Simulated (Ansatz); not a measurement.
Zincblende NaI, relaxed with r2SCAN. Space group F-43m (No. 216), cubic; a = 7.086 Å in the conventional setting, 44.48 Å³ an atom. Na has 4 I at 3.07 Å; I has 4 Na at 3.07 Å.

```
CELL_PARAMETERS angstrom
0.00000 3.54319 3.54319
3.54319 0.00000 3.54319
3.54319 3.54319 0.00000
ATOMIC_POSITIONS crystal
Na 0.00000 0.00000 0.00000
I 0.25000 0.25000 0.25000
```

5 runs of the PAW code Ansatz on this cell differ in the functional (and in the settings that go with it). Levels are in eV from each run's valence top; v1 is the last filled band, c1 the first empty one.

Run A, mean stress +0.4 GPa (compression positive):
```
point     v2     v1    c1    c2
    Γ   0.00   0.00  3.83  7.92
    X  -0.40  -0.40  5.19  6.20
    U  -0.70  -0.31  5.75  6.78
    L  -0.13  -0.13  5.42  7.68
    W  -0.73  -0.45  6.08  7.28
```

Run B, mean stress +0.2 GPa (compression positive):
```
point     v2     v1    c1    c2
    Γ   0.00   0.00  5.51  9.76
    X  -0.44  -0.44  6.82  7.98
    U  -0.76  -0.34  7.41  8.57
    L  -0.15  -0.15  7.18  9.46
    W  -0.80  -0.49  7.73  9.21
```

Run C, mean stress 0.0 GPa (compression positive):
```
point     v2     v1    c1    c2
    Γ   0.00   0.00  4.42  8.58
    X  -0.40  -0.40  5.58  6.86
    U  -0.70  -0.31  6.17  7.43
    L  -0.13  -0.13  6.09  8.19
    W  -0.74  -0.45  6.46  8.11
```

Run D, mean stress +0.2 GPa (compression positive):
```
point     v2     v1    c1    c2
    Γ   0.00   0.00  4.81  9.02
    X  -0.43  -0.43  6.11  7.25
    U  -0.74  -0.33  6.70  7.84
    L  -0.14  -0.14  6.46  8.73
    W  -0.78  -0.48  7.01  8.46
```

Run E, mean stress +0.1 GPa (compression positive):
```
point     v2     v1    c1     c2
    Γ   0.00   0.00  6.42  10.74
    X  -0.46  -0.46  7.69   8.92
    U  -0.79  -0.36  8.30   9.52
    L  -0.15  -0.15  8.12  10.38
    W  -0.83  -0.51  8.61  10.24
```

Problem. Match the runs to PBE, r2SCAN, HSE06, DDH-PBE0, PBE0.

Solution. A is PBE, B is PBE0, C is r2SCAN, D is HSE06, E is DDH-PBE0. In order of the gap: PBE 3.83, r2SCAN 4.42, HSE06 4.81, PBE0 5.51, DDH-PBE0 6.42 eV.

These are computed values for a spin-unpolarised cell that may be hypothetical; none is a measurement.

Spin-orbit coupling is left out, which matters wherever the heavy atoms make up the band edges.

The program warns that its thresholds are loose for a hybrid's stress.

The meshes of the hybrids are coarse, so their gaps aren't converged to the digits shown.
